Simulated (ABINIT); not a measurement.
# AgCl (Chlorargyrite): G0W0 on several meshes in ABINIT

How does the mesh move the gap of AgCl (Chlorargyrite)?

Method: PBE and many-body steps on it, plane waves, in ABINIT 10.8.3.

The database entry behind the starting cell differs from later determinations by our own check (an axis about 1.4 % short against later determinations), so it need not match the best structure at ambient conditions.

### Step 1. Starting point

Symmetry: Fm-3m, No. 225, cubic system. The conventional cell has a = 5.470 Å, b = 5.470 Å, c = 5.470 Å, α = 90.00°, β = 90.00°, γ = 90.00°. Nearest to Ag lie 6 Cl at 2.74 Å. Nearest to Cl lie 6 Ag at 2.74 Å. Farther neighbours and most contacts between anions are not listed.

The cell and positions come from the Crystallography Open Database and are kept as given unless a step says otherwise.

### Step 2. Empty states on the mesh, 4×4×4 mesh, 209 bands

This step: ABINIT 10.8.3; DFT, PBE, plane waves, norm-conserving pseudopotentials.

The sums over transitions need many empty states on a uniform mesh; this step solves for them.

The input, run.abi:

```
acell 3*1.0 Angstrom
rprim 
  -0.000000000000 2.735000000000 2.735000000000
  2.735000000000 0.000000000000 2.735000000000
  2.735000000000 2.735000000000 -0.000000000000
ntypat 2
znucl 47 17
natom 2
typat 1 2
xred 
  0.000000000000 0.000000000000 0.000000000000
  0.500000000000 0.500000000000 0.500000000000
pp_dirpath "pseudos"
pseudos "Ag.upf, Cl.upf"
ecut 37
ngkpt 4 4 4
nshiftk 1
shiftk 0 0 0
kptopt 1
chksymbreak 0
irdden 1
istwfk *1
nband 209
prtvol 0
optdriver 6
gwr_task "HDIAGO"
paral_kgb 0
occopt 1
indata_prefix "in"
outdata_prefix "out"
tmpdata_prefix "tmp"
```

Started as:

```console
$ OMP_NUM_THREADS=1 mpirun -n 4 abinit run.abi > log
```

The program printed:

```text
.Version 10.8.3 of ABINIT. v10.8.2 released Aug 2026.

 Symmetries : space group Fm -3 m (#225); Bravais cF (face-center cubic)
[... echo of the input left out ...]
== DATASET  1 ==================================================================
-   mpi_nproc: 4, omp_nthreads: 1 (-1 if OMP is not activated)

--- !DatasetInfo
iteration_state: {dtset: 1, }
dimensions: {natom: 2, nkpt: 8, mband: 209, nsppol: 1, nspinor: 1, nspden: 1, mpw: 2996, }
cutoff_energies: {ecut:  37.0, pawecutdg:  -1.0, }
[...]
Indirect band gap semiconductor
 Fundamental gap:     0.907 (eV)
   VBM:     5.246 (eV) at k: [ 5.0000E-01,  0.0000E+00,  0.0000E+00]
   CBM:     6.153 (eV) at k: [ 0.0000E+00,  0.0000E+00,  0.0000E+00]
 Direct gap:         3.396 (eV) at k: [ 0.0000E+00,  0.0000E+00,  0.0000E+00]

== END DATASET(S) ==============================================================
================================================================================

 -outvars: echo values of variables after computation  --------
           etotal      0.0000000000E+00
            nband         209
             nkpt           8
          spgroup         225
 [... the other variables as echoed above ...]

 Calculation completed.
```

Wall time 33 s (4 MPI ranks of Intel Xeon Platinum 8488C (Sapphire Rapids), shared host); peak memory 2.2 GiB.

This step gave:

```yaml
gap: 0.9065 eV
k_of_the_valence_top: 0.5, 0, 0
k_of_the_conduction_bottom: 0, 0, 0
least_direct_gap: 3.396 eV
k_points_computed: 8
lowest_point_of_the_top_converged_band_above_the_valence_top: 147.8540 eV
```

On this mesh the gap is 0.907 eV.

The density comes from a self-consistent run that is not shown.

### Step 3. Screening, 4×4×4 mesh, 89 bands, screening to 141.5 eV

The RPA dielectric matrix is built and inverted for each q.

This step: RPA screening on PBE, plane waves, norm-conserving pseudopotentials.

run.abi, as its differences from that of step 2:

```diff
@@ -20,10 +20,11 @@
 chksymbreak 0
-irdden 1
 istwfk *1
-nband 209
-prtvol 0
-optdriver 6
-gwr_task "HDIAGO"
-paral_kgb 0
 occopt 1
+irdwfk 1
+optdriver 3
+nband 89
+ecuteps 5.2
+inclvkb 2
+awtr 1
+symchi 1
 indata_prefix "in"
```

The program printed:

```text
.Version 10.8.3 of ABINIT. v10.8.2 released Aug 2026.

 Symmetries : space group Fm -3 m (#225); Bravais cF (face-center cubic)
[... echo of the input left out ...]
== DATASET  1 ==================================================================
-   mpi_nproc: 4, omp_nthreads: 1 (-1 if OMP is not activated)

--- !DatasetInfo
iteration_state: {dtset: 1, }
dimensions: {natom: 2, nkpt: 8, mband: 89, nsppol: 1, nspinor: 1, nspden: 1, mpw: 2996, }
cutoff_energies: {ecut:  37.0, pawecutdg:  -1.0, }
electrons: {nelect:   2.60000000E+01, charge:   0.00000000E+00, occopt:   1.00000000E+00, tsmear:   1.00000000E-02, }

 SCREENING: Calculation of the susceptibility and dielectric matrices

 Based on a program developped by R.W. Godby, V. Olevano, G. Onida, and L. Reining.
 Incorporated in ABINIT by V. Olevano, G.-M. Rignanese, and M. Torrent.
.Using double precision arithmetic ; gwpc =  8

[... cell and pseudopotentials left out ...]
--------------------------------------------------------------------------------

 ==== K-mesh for the wavefunctions ====
 Number of points in the irreducible wedge :     8
[... list of points left out ...]
 Together with 48 symmetry operations and time-reversal symmetry
 yields    64 points in the full Brillouin Zone.

 ==== Q-mesh for the screening function ====
 Number of points in the irreducible wedge :     8
[... list of points left out ...]
 Together with 48 symmetry operations and time-reversal symmetry
 yields    64 points in the full Brillouin Zone.

 setmesh: FFT mesh size selected  =    27x   27x   27
          total number of points  =        19683

 vcoul_init : cutoff-mode = AUXILIARY_FUNCTION
 q-points for optical limit:   1
     1)      0.000010    0.000020    0.000030

- screening: taking advantage of time-reversal symmetry
- Maximum band index for partially occupied states nbvw = 13
- Remaining bands to be divided among processors   nbcw = 76
- Number of bands treated by each node ~19

 Number of electrons calculated from density =   26.0000; Expected =   26.0000
 average of density, n =  0.094162
 r_s =    1.3636
 omega_plasma =   29.6001 [eV]

 calculating chi0 at frequencies [eV] :
  1    0.000000E+00    0.000000E+00
  2    0.000000E+00    2.960009E+01

--------------------------------------------------------------------------------
  q-point number  1        q = ( 0.000000, 0.000000, 0.000000) [r.l.u.]
--------------------------------------------------------------------------------
[... chi0 elements left out ...]
 For q-point:  0.000010 0.000020 0.000030
  dielectric constant =   5.4540
  dielectric constant without local fields =   5.9125

  Average fulfillment of the sum rule on Im[epsilon] for q-point    1 :     60.76  [%]
[... wings left out ...]
  q-point number  2        q = ( 0.250000, 0.000000, 0.000000) [r.l.u.]
--------------------------------------------------------------------------------
[... chi0 elements left out ...]
  Average fulfillment of the sum rule on Im[epsilon] for q-point    2 :     74.88  [%]

 [... 6 further q-points ...]
```

Wall time 18 s (4 MPI ranks); peak memory 0.72 GiB.

Numbers from this step:

* ε∞ with local fields, on this mesh, along the program's q direction: 5.454
* the same without local fields: 5.912
* plasma frequency: 29.60 eV
* plane waves in the screening matrix: 169

Local fields lower ε∞ by 8 %. On a Γ-centred mesh this coarse the value itself is usually too large, while a short band sum pulls it down.

### Step 4. 4×4×4

The self-energy is evaluated for the states that the input lists, and the levels follow from it, in one-shot runs by the linearised quasiparticle equation.

This step: G0W0 on PBE, plane waves, norm-conserving pseudopotentials.

run.abi, as its differences from that of step 3:

```diff
@@ -23,8 +23,17 @@
 irdwfk 1
-optdriver 3
+optdriver 4
 nband 89
+gwcalctyp 0
+ecutsigx 37
+symsigma 1
+nkptgw 2
+kptgw 
+  0.5000000000 0.0000000000 0.0000000000
+  0.0000000000 0.0000000000 0.0000000000
+bdgw 
+  12 15
+  11 17
 ecuteps 5.2
-inclvkb 2
-awtr 1
-symchi 1
+irdscr 1
+ppmodel 1
 indata_prefix "in"
```

The program printed:

```text
.Version 10.8.3 of ABINIT. v10.8.2 released Aug 2026.

 Symmetries : space group Fm -3 m (#225); Bravais cF (face-center cubic)
[... echo of the input left out ...]
== DATASET  1 ==================================================================
-   mpi_nproc: 4, omp_nthreads: 1 (-1 if OMP is not activated)

--- !DatasetInfo
iteration_state: {dtset: 1, }
dimensions: {natom: 2, nkpt: 8, mband: 89, nsppol: 1, nspinor: 1, nspden: 1, mpw: 2996, }
cutoff_energies: {ecut:  37.0, pawecutdg:  -1.0, }
electrons: {nelect:   2.60000000E+01, charge:   0.00000000E+00, occopt:   1.00000000E+00, tsmear:   1.00000000E-02, }

 SIGMA: Calculation of the GW corrections

 Based on a program developped by R.W. Godby, V. Olevano, G. Onida, and L. Reining.
 Incorporated in ABINIT by V. Olevano, G.-M. Rignanese, and M. Torrent.
.Using double precision arithmetic ; gwpc =  8

[... cell and pseudopotentials left out ...]
--------------------------------------------------------------------------------

 ==== K-mesh for the wavefunctions ====
 Number of points in the irreducible wedge :     8
[... list of points left out ...]
 Together with 48 symmetry operations and time-reversal symmetry
 yields    64 points in the full Brillouin Zone.

 ==== Q-mesh for screening function ====
 Number of points in the irreducible wedge :     8
[... list of points left out ...]
 Together with 48 symmetry operations and time-reversal symmetry
 yields    64 points in the full Brillouin Zone.

 vcoul_init : cutoff-mode = AUXILIARY_FUNCTION
 q-points for optical limit:   1
     1)      0.000010    0.000020    0.000030
 setmesh: FFT mesh size selected  =    45x   45x   45
          total number of points  =        91125

 Number of electrons calculated from density =   26.0000; Expected =   26.0000
 average of density, n =  0.094162
 r_s =    1.3636
 omega_plasma =   29.6001 [eV]

 === KS Band Gaps ===
  >>>> For spin  1
   Minimum direct gap =   3.3956 [eV], located at k-point      :   0.0000  0.0000  0.0000
   Fundamental gap    =   0.9065 [eV], Top of valence bands at :   0.5000  0.0000  0.0000
                                       Bottom of conduction at :   0.0000  0.0000  0.0000
 SIGMA fundamental parameters:
 PLASMON POLE MODEL  1
 number of plane-waves for SigmaX                 2975
 number of plane-waves for SigmaC and W            169
 number of plane-waves for wavefunctions          2975
 number of bands                                    89
 number of independent spin polarizations            1
 number of spinorial components                      1
 number of k-points in IBZ                           8
 number of q-points in IBZ                           8
 number of symmetry operations                      48
 number of k-points in BZ                           64
 number of q-points in BZ                           64
 number of frequencies for dSigma/dE                 9
 frequency step for dSigma/dE [eV]                0.25
 number of omega for Sigma on real axis              0
 max omega for Sigma on real axis  [eV]           0.00
 zcut for avoiding poles [eV]                     0.10

 EPSILON^-1 parameters (SCR file):
 dimension of the eps^-1 matrix on file            169
 dimension of the eps^-1 matrix used               169
 number of plane-waves for wavefunctions          2975
 number of bands                                    89
 number of q-points in IBZ                           8
 number of frequencies                               2
 number of real frequencies                          1
 number of imag frequencies                          1

 matrix elements of self-energy operator (all in [eV])

 Perturbative Calculation

--- !SelfEnergy_ee
iteration_state: {dtset: 1, }
kpoint     : [   0.500,    0.000,    0.000, ]
spin       : 1
KS_gap     :    4.123
QP_gap     :    5.144
Delta_QP_KS:    1.022
data: !SigmaeeData |
     Band     E0 <VxcDFT>   SigX SigC(E0)      Z dSigC/dE  Sig(E)    E-E0       E
       12   5.246 -21.650 -26.538   3.928   0.801  -0.249 -22.419  -0.769   4.477
       13   5.246 -21.650 -26.538   3.928   0.801  -0.249 -22.419  -0.769   4.477
       14   9.369  -9.294  -5.032  -3.961   0.838  -0.193  -9.042   0.252   9.621
       15  12.019 -13.866  -7.779  -5.014   0.806  -0.241 -13.001   0.865  12.883

--- !SelfEnergy_ee
iteration_state: {dtset: 1, }
kpoint     : [   0.000,    0.000,    0.000, ]
spin       : 1
KS_gap     :    3.396
QP_gap     :    4.795
Delta_QP_KS:    1.399
data: !SigmaeeData |
     Band     E0 <VxcDFT>   SigX SigC(E0)      Z dSigC/dE  Sig(E)    E-E0       E
       11   2.757 -14.607 -18.832   2.945   0.794  -0.260 -15.623  -1.017   1.740
       12   2.757 -14.607 -18.832   2.945   0.794  -0.260 -15.623  -1.017   1.740
       13   2.757 -14.607 -18.832   2.945   0.794  -0.260 -15.623  -1.017   1.740
       14   6.153 -11.070  -6.741  -3.868   0.831  -0.203 -10.687   0.383   6.535
       15  15.918 -12.617  -7.185  -4.415   0.824  -0.214 -11.779   0.838  16.755
       16  15.918 -12.617  -7.185  -4.415   0.824  -0.214 -11.779   0.838  16.755
       17  15.918 -12.617  -7.185  -4.415   0.824  -0.214 -11.779   0.838  16.755

== END DATASET(S) ==============================================================
================================================================================

 -outvars: echo values of variables after computation  --------
           etotal      0.0000000000E+00
            nband          89
             nkpt           8
          spgroup         225
 [... the other variables as echoed above ...]

 Calculation completed.
```

Elapsed: 6.3 s, on 4 MPI ranks; peak memory 0.77 GiB; 24 s of CPU time.

Numbers from this step:

| Quantity | Value |
| --- | --- |
| G0W0 gap on the points computed | 2.058 eV |
| starting gap on the mesh | 0.9065 eV |
| k of the valence top | 0.5, 0, 0 |
| k of the conduction bottom | 0, 0, 0 |
| Z at the valence top | 0.801 |
| Z at the conduction bottom | 0.831 |
| least direct G0W0 gap on the computed points | 4.795 eV |

The gap on the mesh goes from 0.91 eV to 2.06 eV, a correction of +1.15 eV.

### Step 5. Empty states on the mesh, 6×6×6 mesh, 97 bands

This step: DFT, PBE, plane waves, norm-conserving pseudopotentials.

run.abi, as its differences from that of step 4:

```diff
@@ -15,3 +15,3 @@
 ecut 37
-ngkpt 4 4 4
+ngkpt 6 6 6
 nshiftk 1
@@ -20,20 +20,10 @@
 chksymbreak 0
+irdden 1
 istwfk *1
+nband 97
+prtvol 0
+optdriver 6
+gwr_task "HDIAGO"
+paral_kgb 0
 occopt 1
-irdwfk 1
-optdriver 4
-nband 89
-gwcalctyp 0
-ecutsigx 37
-symsigma 1
-nkptgw 2
-kptgw 
-  0.5000000000 0.0000000000 0.0000000000
-  0.0000000000 0.0000000000 0.0000000000
-bdgw 
-  12 15
-  11 17
-ecuteps 5.2
-irdscr 1
-ppmodel 1
 indata_prefix "in"
```

The program printed:

```text
[banner, memory and clock lines left out]
.Version 10.8.3 of ABINIT. v10.8.2 released Aug 2026.

 Symmetries : space group Fm -3 m (#225); Bravais cF (face-center cubic)
[... echo of the input left out ...]
== DATASET  1 ==================================================================
-   mpi_nproc: 4, omp_nthreads: 1 (-1 if OMP is not activated)

--- !DatasetInfo
iteration_state: {dtset: 1, }
dimensions: {natom: 2, nkpt: 16, mband: 97, nsppol: 1, nspinor: 1, nspden: 1, mpw: 2982, }
cutoff_energies: {ecut:  37.0, pawecutdg:  -1.0, }
[...]
Integrated=    2.6000E+01

 === KS gaps after direct diagonalization ===
 Indirect band gap semiconductor
 Fundamental gap:     0.907 (eV)
   VBM:     5.246 (eV) at k: [ 5.0000E-01,  0.0000E+00,  0.0000E+00]
   CBM:     6.153 (eV) at k: [ 0.0000E+00,  0.0000E+00,  0.0000E+00]
 Direct gap:         3.396 (eV) at k: [ 0.0000E+00,  0.0000E+00,  0.0000E+00]

== END DATASET(S) ==============================================================

 -outvars: echo values of variables after computation  --------
           etotal      0.0000000000E+00
            nband          97
             nkpt          16
          spgroup         225
 [... the other variables as echoed above ...]

 Calculation completed.
```

Elapsed: 59 s, on 4 MPI ranks; peak memory 2.2 GiB.

Numbers from this step:

```
gap                                                           : 0.9065 eV
k of the valence top                                          : 0.5, 0, 0
k of the conduction bottom                                    : 0, 0, 0
least direct gap                                              : 3.396 eV
k points computed                                             : 16
lowest point of the top converged band, above the valence top : 77.4640 eV
```

On this mesh the gap is 0.907 eV.

### Step 6. Screening, 6×6×6 mesh, 89 bands, screening to 141.5 eV

This step: RPA screening on PBE, plane waves, norm-conserving pseudopotentials.

run.abi, as its differences from that of step 5:

```diff
@@ -20,10 +20,11 @@
 chksymbreak 0
-irdden 1
 istwfk *1
-nband 97
-prtvol 0
-optdriver 6
-gwr_task "HDIAGO"
-paral_kgb 0
 occopt 1
+irdwfk 1
+optdriver 3
+nband 89
+ecuteps 5.2
+inclvkb 2
+awtr 1
+symchi 1
 indata_prefix "in"
```

The program printed:

```text
.Version 10.8.3 of ABINIT. v10.8.2 released Aug 2026.

 Symmetries : space group Fm -3 m (#225); Bravais cF (face-center cubic)
[... echo of the input left out ...]
== DATASET  1 ==================================================================
-   mpi_nproc: 4, omp_nthreads: 1 (-1 if OMP is not activated)

--- !DatasetInfo
iteration_state: {dtset: 1, }
dimensions: {natom: 2, nkpt: 16, mband: 89, nsppol: 1, nspinor: 1, nspden: 1, mpw: 2982, }
cutoff_energies: {ecut:  37.0, pawecutdg:  -1.0, }
electrons: {nelect:   2.60000000E+01, charge:   0.00000000E+00, occopt:   1.00000000E+00, tsmear:   1.00000000E-02, }

 SCREENING: Calculation of the susceptibility and dielectric matrices

 Based on a program developped by R.W. Godby, V. Olevano, G. Onida, and L. Reining.
 Incorporated in ABINIT by V. Olevano, G.-M. Rignanese, and M. Torrent.
.Using double precision arithmetic ; gwpc =  8

[... cell and pseudopotentials left out ...]
--------------------------------------------------------------------------------

 ==== K-mesh for the wavefunctions ====
 Number of points in the irreducible wedge :    16
[... list of points left out ...]
 Together with 48 symmetry operations and time-reversal symmetry
 yields   216 points in the full Brillouin Zone.

 ==== Q-mesh for the screening function ====
 Number of points in the irreducible wedge :    16
[... list of points left out ...]
 Together with 48 symmetry operations and time-reversal symmetry
 yields   216 points in the full Brillouin Zone.

 setmesh: FFT mesh size selected  =    27x   27x   27
          total number of points  =        19683

 vcoul_init : cutoff-mode = AUXILIARY_FUNCTION
 q-points for optical limit:   1
     1)      0.000010    0.000020    0.000030

- screening: taking advantage of time-reversal symmetry
- Maximum band index for partially occupied states nbvw = 13
- Remaining bands to be divided among processors   nbcw = 76
- Number of bands treated by each node ~19

 Number of electrons calculated from density =   26.0000; Expected =   26.0000
 average of density, n =  0.094162
 r_s =    1.3636
 omega_plasma =   29.6001 [eV]

 calculating chi0 at frequencies [eV] :
  1    0.000000E+00    0.000000E+00
  2    0.000000E+00    2.960009E+01

--------------------------------------------------------------------------------
  q-point number  1        q = ( 0.000000, 0.000000, 0.000000) [r.l.u.]
--------------------------------------------------------------------------------
[... chi0 elements left out ...]
 For q-point:  0.000010 0.000020 0.000030
  dielectric constant =   5.1009
  dielectric constant without local fields =   5.5547

  Average fulfillment of the sum rule on Im[epsilon] for q-point    1 :     60.91  [%]
[... wings left out ...]
  q-point number  2        q = ( 0.166667, 0.000000, 0.000000) [r.l.u.]
--------------------------------------------------------------------------------
[... chi0 elements left out ...]
  Average fulfillment of the sum rule on Im[epsilon] for q-point    2 :     78.85  [%]

 [... 14 further q-points ...]
```

Run time: 2 min. Hardware: 4 MPI ranks; peak memory 1.1 GiB; 7.8 min of CPU time.

This step gave:

```
ε∞ with local fields, on this mesh, along the program's q direction : 5.101
the same without local fields                                       : 5.555
plasma frequency                                                    : 29.60 eV
plane waves in the screening matrix                                 : 169
```

(Part 1 of 2 ends here.)

[Paths, hosts, dates, memory and timing lines, banners, echoed tables and standing remarks are left out of the program output.]

[Logs are printed without paths, hosts, clocks, repeated set-up lines and the standing remarks that a program may print on its own settings, such as how far it seeks lower states.]

[Runs of the session that timed out or met a known fault of the program may be left out.]

[Hosts, paths, dates, database ids (printed as entryN), source tags and the programs' standing remarks are cut or masked in the printed files.]

[G0W0 gaps are taken among the corrected bands and points alone; a level outside them can change the order at an edge.]

[Where Ansatz stands beside ABINIT at settings called matched, ABINIT's density can come from a denser mesh and the files from another edition; pairs whose starting gaps differed by over 0.03 eV were left out, so agreement reads better than it is.]
